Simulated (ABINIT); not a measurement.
# SnTe (Fm-3m) in ABINIT: reference runs

Aim: a first look at SnTe with PBE, on the cell as given and on a disturbed one.

Everything below comes from runs of ABINIT 10.8.3 (patched build). Logs are shortened: lines on timing, memory, paths and dates and some standing lists are left out, and cuts for length are marked. The log counts tension as positive stress, the text compression.

### 1 The structure

It takes space group Fm-3m (No. 225, cubic). Conventional cell: a = 6.302 Å, b = 6.302 Å, c = 6.302 Å, α = 90.00°, β = 90.00°, γ = 90.00°. Te (site symmetry m-3m) has 6 Sn at 3.15 Å as nearest neighbours. Sn (site symmetry m-3m) has 6 Te at 3.15 Å as nearest neighbours.

### 2 Single point, PBE

Input file run.abi:

```
# Pseudopotentials
pp_dirpath "./"
pseudos "Te.GGA_PBE-JTH.xml, Sn.GGA_PBE-JTH.xml"

# Structure
acell 3*1.0 Angstrom
rprim
     0.0000000000     3.1508500000     3.1508500000
     3.1508500000     0.0000000000     3.1508500000
     3.1508500000     3.1508500000     0.0000000000
ntypat 2
znucl 52 50
natom 2
typat 1 2
xcart
     3.1508500000     3.1508500000     3.1508500000
     0.0000000000     0.0000000000     0.0000000000 Angstrom

# Plane-wave basis
ecut 598.650497 eV
pawecutdg 44.0

# k points
kptopt 1
ngkpt 7 7 7
nshiftk 1
shiftk 0.0 0.0 0.0

# Exchange and correlation
ixc 11

# Bands and occupations
nband 14
occopt 3
tsmear 0.05 eV

# SCF cycle
nstep 100
tolvrs 1.0e-9

# Output
iomode 3
prtwf 0
prteig 0
prtebands 0
enunit 2
prtden 1
prtvha 1
prtvclmb 1
prtpot 1
```

Potentials or basis: JTH PAW PBE v2.0.

On the command line:

```bash
$ abinit run.abi > log 2>&1
```

run.abo:

```text
.Version 10.8.3 of ABINIT
 Symmetries : space group Fm -3 m (#225); Bravais cF (face-center cubic)
================================================================================
 Values of the parameters that define the memory need of the present run
     intxc =       0    ionmov =       0      iscf =      17    lmnmax =      18
     lnmax =       6     mgfft =      36  mpssoang =       3    mqgrid =    3001
     natom =       2  nloc_mem =       2    nspden =       1   nspinor =       1
    nsppol =       1      nsym =      48    n1xccc =       1    ntypat =       2
    occopt =       3   xclevel =       2
       mpw =        2102          nfft =       46656          nkpt =          20
 PAW method is used; the additional fine FFT grid is defined by:
   mgfftf=        54    nfftf =    157464
================================================================================
================================================================================

--------------------------------------------------------------------------------
------------- Echo of variables that govern the present computation ------------
--------------------------------------------------------------------------------
 -outvars: echo values of preprocessed input variables --------
            acell      1.8897261259E+00  1.8897261259E+00  1.8897261259E+00 Bohr
              amu      1.27600000E+02  1.18710000E+02
             ecut      2.20000000E+01 Hartree
           enunit           2
              ixc          11
         kptrlatt        7    0    0      0    7    0      0    0    7
          kptrlen      5.89440040E+01
            natom           2
            nband          14
            ngfft          36      36      36
          ngfftdg          54      54      54
             nkpt          20
            nstep         100
             nsym          48
           ntypat           2
           occopt           3
        pawecutdg      4.40000000E+01 Hartree
         pawxcdev           0
        prtebands           0
           prteig           0
           prtpot           1
         prtvclmb           1
           prtvha           1
            prtwf           0
            rprim      0.0000000000E+00  3.1508500000E+00  3.1508500000E+00
                       3.1508500000E+00  0.0000000000E+00  3.1508500000E+00
                       3.1508500000E+00  3.1508500000E+00  0.0000000000E+00
          spgroup         225
           tolvrs      1.00000000E-09
           tsmear      1.83746611E-03 Hartree
            typat      1  2
           useylm           1
           xangst      3.1508500000E+00  3.1508500000E+00  3.1508500000E+00
                       0.0000000000E+00  0.0000000000E+00  0.0000000000E+00
            xcart      5.9542435638E+00  5.9542435638E+00  5.9542435638E+00
                       0.0000000000E+00  0.0000000000E+00  0.0000000000E+00
             xred      5.0000000000E-01  5.0000000000E-01  5.0000000000E-01
                       0.0000000000E+00  0.0000000000E+00  0.0000000000E+00
[... 136 lines left out ...]
    2     -0.00000000000000    -0.00000000000000    -0.00000000000000
 frms,max,avg= 0.0000000E+00 0.0000000E+00   0.000E+00  0.000E+00  0.000E+00 h/b

 cartesian forces (eV/Angstrom) at end:
    1     -0.00000000000000    -0.00000000000000    -0.00000000000000
    2     -0.00000000000000    -0.00000000000000    -0.00000000000000
 frms,max,avg= 0.0000000E+00 0.0000000E+00   0.000E+00  0.000E+00  0.000E+00 e/A
 length scales=  1.889726125908  1.889726125908  1.889726125908 bohr
              =  1.000000000000  1.000000000000  1.000000000000 angstroms
 Fermi (or HOMO) energy (hartree) =  -0.02555   Average Vxc (hartree)=  -0.34899
 Eigenvalues (hartree) for nkpt=  20  k points:
 kpt#   1, nband= 14, wtk=  0.00292, kpt=  0.0000  0.0000  0.0000 (reduced coord)
  -0.83305   -0.83305   -0.83290   -0.83290   -0.83290   -0.49912   -0.20050   -0.10703
  -0.10703   -0.10703    0.09814    0.09814    0.09814    0.14844
      occupation numbers for kpt#   1
   2.00000    2.00000    2.00000    2.00000    2.00000    2.00000    2.00000    2.00000
   2.00000    2.00000    0.00000    0.00000    0.00000    0.00000
 prteigrs : prtvol=0 or 1, do not print more k-points.

 Fermi (or HOMO) energy (eV) =  -0.69538   Average Vxc (eV)=  -9.49653
 Eigenvalues (   eV  ) for nkpt=  20  k points:
 kpt#   1, nband= 14, wtk=  0.00292, kpt=  0.0000  0.0000  0.0000 (reduced coord)
 -22.66831  -22.66831  -22.66447  -22.66447  -22.66447  -13.58165   -5.45598   -2.91233
  -2.91233   -2.91233    2.67066    2.67066    2.67066    4.03937
 prteigrs : prtvol=0 or 1, do not print more k-points.

--- !EnergyTerms
iteration_state     : {dtset: 1, }
comment             : Components of total free energy in Hartree
kinetic             :  1.41392697432187E+01
hartree             :  2.91120716811751E+01
xc                  : -1.09483432747509E+01
Ewald energy        : -5.23476707194703E+01
psp_core            :  6.43715902811541E+00
local_psp           : -7.88284072975562E+01
PAW spherical_terms :  1.43798858487914E+01
internal            : -7.80560349904767E+01
'-kT*entropy'       : -2.65213891608117E-06
total_energy        : -7.80560376426157E+01
total_energy_eV     : -2.12401298912405E+03
...

--- !EnergyTermsDC
iteration_state     : {dtset: 1, }
comment             : '"Double-counting" decomposition of free energy'
band_energy         : -1.06121505567274E+01
Ewald energy        : -5.23476707194703E+01
psp_core            :  6.43715902811541E+00
xc_dc               : -3.24792172770813E+01
PAW spherical_terms :  1.09458477140277E+01
internal            : -7.80560318111359E+01
'-kT*entropy'       : -2.65213891608117E-06
total_energy_dc     : -7.80560344632748E+01
total_energy_dc_eV  : -2.12401290260978E+03
...

--- !EnergyTermsWithPAWCore
iteration_state     : {dtset: 1, }
comment             : 'Components of total free energy, including PAW core contributions'
Total energy        : -1.29719564830090E+04
Total energy DC     : -1.29719564798296E+04
Total energy (eV)   : -3.52984918225214E+05
Total energy DC (eV): -3.52984918138700E+05
...

 Cartesian components of stress tensor (hartree/bohr^3)
  sigma(1 1)= -7.27089398E-05  sigma(3 2)=  0.00000000E+00
  sigma(2 2)= -7.27089398E-05  sigma(3 1)=  0.00000000E+00
  sigma(3 3)= -7.27089398E-05  sigma(2 1)=  0.00000000E+00

-Cartesian components of stress tensor (GPa)         [Pressure=  2.1392E+00 GPa]
- sigma(1 1)= -2.13917086E+00  sigma(3 2)=  0.00000000E+00
- sigma(2 2)= -2.13917086E+00  sigma(3 1)=  0.00000000E+00
- sigma(3 3)= -2.13917086E+00  sigma(2 1)=  0.00000000E+00

== END DATASET(S) ==============================================================
================================================================================

 -outvars: echo values of variables after computation  --------
            acell      1.8897261259E+00  1.8897261259E+00  1.8897261259E+00 Bohr
           etotal     -7.8056034463E+01
            fcart     -0.0000000000E+00 -0.0000000000E+00 -0.0000000000E+00
                      -0.0000000000E+00 -0.0000000000E+00 -0.0000000000E+00
            rprim      0.0000000000E+00  3.1508500000E+00  3.1508500000E+00
                       3.1508500000E+00  0.0000000000E+00  3.1508500000E+00
                       3.1508500000E+00  3.1508500000E+00  0.0000000000E+00
           strten     -7.2708939806E-05 -7.2708939806E-05 -7.2708939806E-05
                       0.0000000000E+00  0.0000000000E+00  0.0000000000E+00
           xangst      3.1508500000E+00  3.1508500000E+00  3.1508500000E+00
                       0.0000000000E+00  0.0000000000E+00  0.0000000000E+00
             xred      5.0000000000E-01  5.0000000000E-01  5.0000000000E-01
                       0.0000000000E+00  0.0000000000E+00  0.0000000000E+00
 Calculation completed.
```

Wall time 16 s (1 thread of Arm Neoverse V2, shared host); peak memory 0.14 GiB.

Results:

| Quantity | Value |
| --- | --- |
| Free energy | -2124.0129 eV |
| Pressure | 2.1 GPa |
| Valence electrons inside the program's atomic spheres | Te 3.12; Sn 11.81 |

Caveat: this odd mesh misses L, where the gap lies, so gap, dielectric constants and Born charges aren't listed.

### 3 Single point, PBE (atoms moved at random, drawn with an rms of 0.05 Å)

run.abi, as its differences from that of step 2:

```diff
@@ -14,5 +14,8 @@
 typat 1 2
-xcart
-     3.1508500000     3.1508500000     3.1508500000
-     0.0000000000     0.0000000000     0.0000000000 Angstrom
+xred
+     0.5104120000     0.4941380000     0.5059000000
+     0.0035920000    -0.0098350000    -0.0035280000
+chkprim 0
+chksymtnons 0
+tolsym 1.0e-6
 
@@ -43,8 +46,5 @@
 prtwf 0
+prtden 0
 prteig 0
 prtebands 0
-enunit 2
-prtden 1
-prtvha 1
-prtvclmb 1
-prtpot 1
+enunit 1
```

Potentials or basis: JTH PAW PBE v2.0.

On the command line:

```bash
$ abinit run.abi > log 2>&1
```

run.abo:

```text
.Version 10.8.3 of ABINIT
 Symmetries : space group P1 (#  1); Bravais aP (primitive triclinic)
================================================================================
 Values of the parameters that define the memory need of the present run
     intxc =       0    ionmov =       0      iscf =      17    lmnmax =      18
     lnmax =       6     mgfft =      36  mpssoang =       3    mqgrid =    3001
     natom =       2  nloc_mem =       2    nspden =       1   nspinor =       1
    nsppol =       1      nsym =       1    n1xccc =       1    ntypat =       2
    occopt =       3   xclevel =       2
       mpw =        2102          nfft =       46656          nkpt =         172
 PAW method is used; the additional fine FFT grid is defined by:
   mgfftf=        54    nfftf =    157464
================================================================================
================================================================================

[... 245 lines left out ...]
- sigma(1 1)= -2.24922620E+00  sigma(3 2)= -1.97516375E-02
- sigma(2 2)= -2.27654671E+00  sigma(3 1)= -2.93126528E-02
- sigma(3 3)= -2.23315046E+00  sigma(2 1)= -2.43405066E-02

== END DATASET(S) ==============================================================
================================================================================

 -outvars: echo values of variables after computation  --------
            acell      1.8897261259E+00  1.8897261259E+00  1.8897261259E+00 Bohr
           etotal     -7.8056008835E+01
            fcart     -3.0606655505E-04 -2.8815354745E-04 -1.0126138951E-04
                       3.0606655505E-04  2.8815354745E-04  1.0126138951E-04
            rprim      0.0000000000E+00  3.1508500000E+00  3.1508500000E+00
                       3.1508500000E+00  0.0000000000E+00  3.1508500000E+00
                       3.1508500000E+00  3.1508500000E+00  0.0000000000E+00
           strten     -7.6449644671E-05 -7.7378249890E-05 -7.5903241358E-05
                      -6.7134451475E-07 -9.9631681822E-07 -8.2731700224E-07
           xangst      3.1509697323E+00  3.2022466652E+00  3.1651863675E+00
                      -4.2104808550E-02  2.0165440000E-04 -1.9670756550E-02
             xred      5.1041200000E-01  4.9413800000E-01  5.0590000000E-01
                       3.5920000000E-03 -9.8350000000E-03 -3.5280000000E-03
 Calculation completed.
```

Wall time 2.1 min (1 thread of Arm Neoverse V2, shared host); peak memory 0.29 GiB.

What came out:

```
Free energy                                           : -2124.0122 eV
Pressure                                              : 2.3 GPa
Largest force                                         : 0.022 eV/Å
Band gap on the k mesh                                : 0.68 eV, direct
Valence electrons inside the program's atomic spheres : Te 3.12; Sn 11.80
```

Forces on the atoms (eV/Å):
```
Te  -0.016 -0.015 -0.005
Sn   0.016  0.015  0.005
```

Caveat: spin-orbit coupling is left out, which moves the levels of the heavy elements; an odd mesh through Γ misses points on the zone boundary, where band edges often lie.
